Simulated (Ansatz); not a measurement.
# SnO2 (Pa-3) in Ansatz: notebook, part 2 of 2

Ansatz 0.2.0.

## 3. Band structure, BLYP

File input.yaml:

```yaml
crystal:
  lattice:
    - [5.175256, 0.0, 0.0]
    - [0.0, 5.175256, 0.0]
    - [0.0, 0.0, 5.175256]
  atoms:
    - { symbol: Sn, position: [0.0, 0.0, 0.0] }
    - { symbol: Sn, position: [0.5, 0.0, 0.5] }
    - { symbol: Sn, position: [0.5, 0.5, 0.0] }
    - { symbol: Sn, position: [0.0, 0.5, 0.5] }
    - { symbol: O, position: [0.661098, 0.838902, 0.161098] }
    - { symbol: O, position: [0.838902, 0.161098, 0.661098] }
    - { symbol: O, position: [0.161098, 0.661098, 0.838902] }
    - { symbol: O, position: [0.338902, 0.338902, 0.338902] }
    - { symbol: O, position: [0.661098, 0.661098, 0.661098] }
    - { symbol: O, position: [0.838902, 0.338902, 0.161098] }
    - { symbol: O, position: [0.161098, 0.838902, 0.338902] }
    - { symbol: O, position: [0.338902, 0.161098, 0.838902] }
hamiltonian:
  xc: blyp
  pseudopotentials: { kind: paw }
kpoints:
  mp_grid: { grid: [4, 4, 4] }
  band_path:
    path:
      - [[0.0, 0.0, 0.0], [0.0, 0.5, 0.0], [0.5, 0.5, 0.0], [0.0, 0.0, 0.0], [0.5, 0.5, 0.5], [0.0, 0.5, 0.0]]
      - [[0.5, 0.5, 0.0], [0.5, 0.5, 0.5]]
    npoints: 10
scf:
  occupations: { method: fermi_dirac, width: 0.05 }
  n_extra_bands: 30
output:
  forces: true
  stress: true
  eigenvalues: true
  fatbands: false
```

Potentials or basis: Ansatz PAW.

Command:

```console
$ ansatz run input.yaml --threads 4 --pin off --max-ram 11264MiB --backend cpu --events-out ev --progress --plain --runs-dir out
```

Standard output:

```text
Warning: RAYON_NUM_THREADS=4 ignored (pool sized by the plan → 4); use --threads N
scf.n_extra_bands = 30 over 52 filled bands (N_el = 104.0): the run solves 82 bands
Engine: ansatz 0.2.0, aarch64-unknown-linux-gnu
Pseudopotentials: kind: paw
Pseudopotential: Sn, paw, valence charge 14, recommended cutoff 420 eV (normal), Sn.paw.azcp
Pseudopotential: O, paw, valence charge 6, recommended cutoff 420 eV (normal), O.paw.azcp
Functional definition: BLYP
  parameter beta = 0.0042
  parameter a = 0.04918
  parameter b = 0.132
  parameter c = 0.2533
  parameter d = 0.349
  exchange = b88_x(beta = beta)
  correlation = lyp_c(a = a, b = b, c = c, d = d)
Crystal: 12 atoms, lattice volume = 138.610 Å³
Basis set: ecut = 420 eV, 2721 PW (Γ), exchange–correlation on 72×72×72 points (8 copies of the dense FFT grid, shifted against one another)
Bands: 82, of which v1, the nominal top of the filled ones, is band 52 counted from 1 (51 counted from 0)
Symmetry: 24 space group operations
Space group: Pa-3 (ITA 205), of the structure as read, at distance tolerance 5.2e-5 Å
k-points: 11 of 64
Non-local potential: Sn, projectors of the file, l = 0: 2, l = 1: 2, l = 2: 2, l = 3: 2
Non-local potential: O, projectors of the file, l = 0: 2, l = 1: 2, l = 2: 1
PAW form: soft (Blöchl's): semilocal exchange-correlation on the pseudo side does not see the compensation charge
PAW frozen core: Sn, regenerated for the run's functional, and the local potential with it (the file was generated under x = pbe(κ = 0.804, μ = 0.2195149727645171), c = pbe(β = 0.06672455060314922))
PAW frozen core: O, regenerated for the run's functional, and the local potential with it (the file was generated under x = pbe(κ = 0.804, μ = 0.2195149727645171), c = pbe(β = 0.06672455060314922))
PAW one-centre angular grid: Sn, 590 points (default); XC on 64 Gauss nodes
PAW one-centre angular grid: O, 110 points (default); XC on 64 Gauss nodes
Initial density: superposition of atomic densities (neutral atoms: chi_scale 0, normalization atom), corrected by the library's trained network
Initial wavefunctions: pseudopotential atomic-orbital guess
Functional: x = b88, c = lyp
SCF iter   1: F=—  HF=-28714.788957 eV  |F-HF|=—  |Δ(HF+E_count)|=         —  Δρ=1.89e-2  dr2=3.36e-1  ethr=1.77e-3  ⟨swp⟩=5.5  Hψ=3736  notcnv=0  defer=143
preconditioner: auto → Resta (q_TF=auto, 2.601 Å⁻¹)  ε∞=2.9  [insulator: Δε(μ)=0.727 eV  Ē_g=23.493 eV  σ=0.050 eV  W_gap=1.00  n_scr=32 (ndim 8)  ℏωp=32.2 eV  f_vac=0.000  D(μ)=0.00/eV (n_scr^D=0)  ε∞_Penn≈2.9]
SCF iter   2: F=—  HF=-28714.702830 eV  |F-HF|=—  |Δ(HF+E_count)|=   8.61e-2  Δρ=6.75e-3  dr2=4.97e-2  ethr=3.23e-4  ⟨swp⟩=2.5  Hψ=1277  notcnv=0  defer=275
SCF iter   3: F=—  HF=-28714.690133 eV  |F-HF|=—  |Δ(HF+E_count)|=   1.27e-2  Δρ=8.02e-4  dr2=4.70e-4  ethr=4.78e-5  ⟨swp⟩=2.2  Hψ=1009  notcnv=0  defer=275
SCF iter   4: F=—  HF=-28714.690304 eV  |F-HF|=—  |Δ(HF+E_count)|=   1.71e-4  Δρ=1.24e-4  dr2=1.27e-5  ethr=4.52e-7  ⟨swp⟩=2.5  Hψ=1112  notcnv=0  defer=275
SCF iter   5: F=—  HF=-28714.690323 eV  |F-HF|=—  |Δ(HF+E_count)|=   1.92e-5  Δρ=1.98e-5  dr2=5.70e-7  ethr=1.22e-8  ⟨swp⟩=2.0  Hψ=1079  notcnv=0  defer=275
SCF iter   6: F=-28714.690324 eV  HF=-28714.690324 eV  |F-HF|=3.19e-8  |Δ(HF+E_count)|=   4.94e-8  Δρ=5.91e-6  dr2=2.37e-8  ethr=9.62e-11  ⟨swp⟩=14.0  Hψ=5824  notcnv=0
SCF 1 converged in 6 iterations: F = -28714.690324 eV  dr2 = 2.37e-8
NSCF: frozen V_eff on 62 k-points
SCF converged after 6 iterations
Free energy (F): -28714.690324 eV
Harris-Foulkes:  -28714.690324 eV  (|F-HF|=3.19e-8)
Internal energy: -28714.690001 eV  (E = F + TS)
E sigma→0 (E₀):  -28714.690162 eV
Entropy (-TS):   -0.000322 eV (-0.027 meV/atom)
Fermi energy:    10.731427 eV
--- Per-component energies (eV) ---
  E_band       = -122.822748
  E_kinetic    = 2162.904314
  E_local      = -5012.944321  (includes V_loc(G=0)·N_el)
  E_nonlocal   = 271.671250
  E_hartree    = 2666.565391
  E_xc         = -2091.969534
  E_vxc        = -1108.935071  (∫ρ·V_xc dr)
  E_paw        = -17952.031560  (= ΣΔE_a)
  E_vpaw       = -1768.677552  (= ΣTr[D̂ρ^β])
  E_aug_tail   = 0.019930  (compensation charges beyond the density's cutoff)
  E_ewald      = -8758.422399
  E_core_change = -0.483073  (= ΣΔE_core)
  E_smearing   = -0.000322  (= −TS)
  E_closure    = 0.000000  (closes the sum)
  Σ components = -28714.690324   (vs F -28714.690324, Δ=0.00e0)
--- Forces (eV/Å), atoms counted from 1 ---
  atom   1  Sn     0.00000000    -0.00000000     0.00000000
  atom   2  Sn     0.00000000    -0.00000000    -0.00000000
  atom   3  Sn     0.00000000    -0.00000000    -0.00000000
  atom   4  Sn     0.00000000    -0.00000000     0.00000000
  atom   5  O     -0.02169581     0.02169581    -0.02169581
  atom   6  O      0.02169581    -0.02169581    -0.02169581
  atom   7  O     -0.02169581    -0.02169581     0.02169581
  atom   8  O      0.02169581     0.02169581     0.02169581
  atom   9  O     -0.02169581    -0.02169581    -0.02169581
  atom  10  O      0.02169581     0.02169581    -0.02169581
  atom  11  O     -0.02169581     0.02169581     0.02169581
  atom  12  O      0.02169581    -0.02169581     0.02169581
  max |Σ_I F_I| component: 6.94e-18 eV/Å
--- Stress (GPa, compression-positive) ---
        5.381451      -0.000000       0.000000
       -0.000000       5.381451       0.000000
        0.000000       0.000000       5.381451
  P = ⅓ Tr σ = 5.3815 GPa (53.815 kbar)
--- Band table (eV; the first three rows and the last of 11) ---
  k-point 0: bands = ["-10.4378", "-10.4378", "-10.4378", "-9.7851", "-9.7851", "-9.7851", "-9.7340", "-9.7340", "-9.6896", "-9.6810", "-9.6810", "-9.6810", "-9.6153", "-9.6153", "-9.6153", "-9.5544", "-9.5544", "-9.5544", "-9.5475", "-9.5475", "-8.1900", "-6.5917", "-6.5917", "-6.5917", "-5.6428", "-4.9338", "-4.9338", "-4.9338", "3.4093", "3.4093", "3.4093", "5.4060", "5.4060", "5.4060", "5.7687", "5.7687", "7.9557", "7.9557", "7.9557", "8.3503", "8.3503", "8.3503", "8.7074", "9.3632", "9.3632", "9.3632", "9.6661", "9.6661", "10.0714", "10.3047", "10.3047", "10.3047", "10.9440", "16.0314", "16.0314", "16.0314", "17.8568", "17.8568", "17.8568", "19.0254", "19.0254", "19.0254", "19.1377", "21.8234", "21.8234", "23.0499", "23.0499", "23.0499", "23.0578", "23.0578", "23.0578", "24.7677", "24.9197", "24.9197", "24.9197", "28.0141", "28.0141", "28.0141", "29.2717", "29.2717", "29.7569", "29.7569"]
  k-point 1: bands = ["-10.3752", "-10.3726", "-10.3548", "-9.8568", "-9.8542", "-9.8368", "-9.7722", "-9.7339", "-9.7031", "-9.6846", "-9.6801", "-9.6756", "-9.6314", "-9.6299", "-9.6141", "-9.5731", "-9.5664", "-9.5645", "-9.5570", "-9.5532", "-8.0176", "-6.9070", "-6.3670", "-6.3107", "-5.6427", "-5.1366", "-5.0387", "-4.9803", "3.1331", "3.2108", "3.9202", "5.4784", "5.5708", "5.6957", "5.9025", "6.3982", "7.3328", "7.4752", "7.5251", "8.3300", "8.4389", "8.6102", "8.7580", "8.8599", "9.2981", "9.4940", "9.5416", "9.6720", "9.8472", "10.2102", "10.2463", "10.3378", "12.2859", "15.3538", "15.4082", "15.7332", "18.0433", "18.2321", "18.5449", "19.0242", "19.1202", "19.1752", "19.5692", "21.1156", "21.9538", "22.4912", "22.5355", "22.8462", "23.3305", "23.4728", "23.5243", "25.0154", "25.0899", "25.3538", "25.8243", "26.2569", "27.3477", "27.4129", "28.2349", "28.5633", "29.8389", "30.1884"]
  k-point 2: bands = ["-10.2793", "-10.2793", "-10.1294", "-10.1294", "-9.9564", "-9.9564", "-9.7467", "-9.7467", "-9.6972", "-9.6972", "-9.6745", "-9.6745", "-9.6264", "-9.6264", "-9.6003", "-9.6003", "-9.5795", "-9.5795", "-9.5594", "-9.5594", "-7.5274", "-7.5274", "-5.9010", "-5.9010", "-5.6923", "-5.6923", "-5.0787", "-5.0787", "2.9809", "2.9809", "5.1729", "5.1729", "5.6056", "5.6056", "6.5273", "6.5273", "7.0610", "7.0610", "7.4602", "7.4602", "8.7453", "8.7453", "8.9412", "8.9412", "9.0596", "9.0596", "9.6679", "9.6679", "9.9270", "9.9270", "10.3574", "10.3574", "13.9773", "13.9773", "15.1985", "15.1985", "18.2018", "18.2018", "18.9356", "18.9356", "19.9442", "19.9442", "20.1123", "20.1123", "21.8454", "21.8454", "22.4598", "22.4598", "23.8641", "23.8641", "24.2442", "24.2442", "25.4450", "25.4450", "25.9675", "25.9675", "26.6263", "26.6263", "28.1969", "28.1969", "29.6231", "29.6231"]
  k-point 10: bands = ["-10.3137", "-10.3137", "-10.3137", "-10.3137", "-9.7534", "-9.7534", "-9.7534", "-9.7534", "-9.6983", "-9.6983", "-9.6983", "-9.6983", "-9.5776", "-9.5776", "-9.5776", "-9.5776", "-9.5743", "-9.5743", "-9.5743", "-9.5743", "-6.5771", "-6.5771", "-6.5771", "-6.5771", "-5.6955", "-5.6955", "-5.6955", "-5.6955", "4.4096", "4.4096", "4.4096", "4.4096", "6.5154", "6.5154", "6.5154", "6.5154", "6.8638", "6.8638", "6.8638", "6.8638", "8.8202", "8.8202", "8.8202", "8.8202", "9.2169", "9.2169", "9.2169", "9.2169", "9.7651", "9.7651", "9.7651", "9.7651", "15.2895", "15.2895", "15.2895", "15.2895", "17.7489", "17.7489", "17.7489", "17.7489", "21.4272", "21.4272", "21.4272", "21.4272", "22.0032", "22.0032", "22.0032", "22.0032", "23.3080", "23.3080", "23.3080", "23.3080", "24.6726", "24.6726", "24.6726", "24.6726", "27.1400", "27.1400", "27.1400", "27.1400", "30.8699", "30.8699"]
```

It took 12 s on 4 threads of Arm Neoverse V1, shared host; peak memory 0.7 GiB.

Results:

```yaml
Free_energy: -28714.6903 eV
Pressure: 5.4 GPa
Largest_force: 0.038 eV/Å
Band_gap_on_the_k_mesh: 0.59 eV, indirect (least direct gap 0.64 eV)
Band_gap_along_the_path: 0.58 eV, indirect (least direct gap 0.64 eV)
```

Forces on the atoms (eV/Å):
```
Sn   0.000  0.000  0.000
Sn   0.000  0.000  0.000
Sn   0.000  0.000  0.000
Sn   0.000  0.000  0.000
O   -0.022  0.022 -0.022
O    0.022 -0.022 -0.022
O   -0.022 -0.022  0.022
O    0.022  0.022  0.022
O   -0.022 -0.022 -0.022
O    0.022  0.022 -0.022
O   -0.022  0.022  0.022
O    0.022 -0.022  0.022
```

Levels at the corners of the path, in eV from the valence-band top:
```
point  band 50  band 51  band 52  band 53  band 54  band 55
    Γ    -0.06    -0.06    -0.06     0.58     5.67     5.67
    X    -0.44    -0.01    -0.01     3.61     3.61     4.83
    M    -0.30    -0.30    -0.30     4.47     4.47     4.47
    Γ    -0.06    -0.06    -0.06     0.58     5.67     5.67
    R    -0.60    -0.60    -0.60     4.92     4.92     4.92
    X    -0.44    -0.01    -0.01     3.61     3.61     4.83
    M    -0.30    -0.30    -0.30     4.47     4.47     4.47
    R    -0.60    -0.60    -0.60     4.92     4.92     4.92
```

Caveat: the pressure holds a Pulay correction of +1.0 GPa for the finite cutoff; spin-orbit coupling is left out, which moves the levels of the heavy elements; the PAW data sets come from PBE, with cores solved anew for the run's functional, which leaves a small shift of forces and pressure.

## 4. Band structure, r2SCAN

Edit input.yaml of step 3 so:

```diff
@@ -19,3 +19,3 @@
 hamiltonian:
-  xc: blyp
+  xc: r2scan
   pseudopotentials: { kind: paw }
@@ -35,2 +35,6 @@
   eigenvalues: true
-  fatbands: false
+  fatbands: true
+  write_density: true
+  write_potential: true
+  elf: true
+  volumetric_format: npy
```

Command:

```console
$ ansatz run input.yaml --threads 4 --pin off --max-ram 11264MiB --backend cpu --events-out ev --progress --plain --runs-dir out
```

Wall time 29 s (4 threads of Arm Neoverse V1, shared host); peak memory 1 GiB.

Results (log left out):

* Free energy: -28703.4938 eV
* Pressure: -9.1 GPa
* Largest force: 0.016 eV/Å
* Band gap on the k mesh: 1.13 eV, indirect (least direct gap 1.18 eV)
* Band gap along the path: 1.12 eV, indirect (least direct gap 1.18 eV)

Forces in eV/Å, atoms in the order of the input:
```
Sn   0.000  0.000  0.000
Sn   0.000  0.000  0.000
Sn   0.000  0.000  0.000
Sn   0.000  0.000  0.000
O    0.010 -0.010  0.010
O   -0.010  0.010  0.010
O    0.010  0.010 -0.010
O   -0.010 -0.010 -0.010
O    0.010  0.010  0.010
O   -0.010 -0.010  0.010
O    0.010 -0.010 -0.010
O   -0.010  0.010 -0.010
```

Levels at the corners of the path, in eV from the valence-band top:
```csv
point,band 48,band 49,band 50,band 51,band 52,band 53,band 54,band 55,band 56,band 57
Γ,-0.68,-0.25,-0.07,-0.07,-0.07,1.12,6.46,6.46,6.46,8.17
X,-0.69,-0.46,-0.46,-0.01,-0.01,4.25,4.25,5.56,5.56,8.53
M,-1.13,-0.31,-0.31,-0.31,-0.31,5.17,5.17,5.17,5.17,8.60
Γ,-0.68,-0.25,-0.07,-0.07,-0.07,1.12,6.46,6.46,6.46,8.17
R,-1.16,-0.63,-0.63,-0.63,-0.63,5.67,5.67,5.67,5.67,8.05
X,-0.69,-0.46,-0.46,-0.01,-0.01,4.25,4.25,5.56,5.56,8.53
M,-1.13,-0.31,-0.31,-0.31,-0.31,5.17,5.17,5.17,5.17,8.60
R,-1.16,-0.63,-0.63,-0.63,-0.63,5.67,5.67,5.67,5.67,8.05
```

Caveat: spin-orbit coupling is left out, which moves the levels of the heavy elements; the PAW data sets come from PBE, with cores solved anew for the run's functional, which leaves a small shift of forces and pressure. r2SCAN opens gaps a little over a GGA but as a rule still falls short of measured ones.

## 5. The runs side by side

| level | cutoff (eV) | gap on the mesh (eV) | pressure (GPa) | largest force (eV/Å) |
| --- | --- | --- | --- | --- |
| revPBE | 420 | 0.62 | 2.5 | 0.01 |
| BLYP | 420 | 0.59 | 5.4 | 0.04 |
| r2SCAN | 500 | 1.13 | -9.1 | 0.02 |

Alike in all rows: task band structure; potentials or basis Ansatz PAW; no spin polarisation; cell as given; k mesh 4 × 4 × 4; smearing fermi-dirac 0.05 eV.

On the cell as given the gap runs from 0.58 eV (BLYP) to 1.12 eV (r2SCAN). The pressure there spans -9.1 GPa (r2SCAN) to 5.4 GPa (BLYP); a positive pressure means that this level wants a larger cell, a negative one a smaller.

Caveats: spin-orbit coupling is left out, which moves the levels of the heavy elements; the PAW data sets come from PBE, with cores solved anew for the run's functional, which leaves a small shift of forces and pressure.

Total energies depend on the potentials used, so only differences within one code and one set of settings carry meaning.
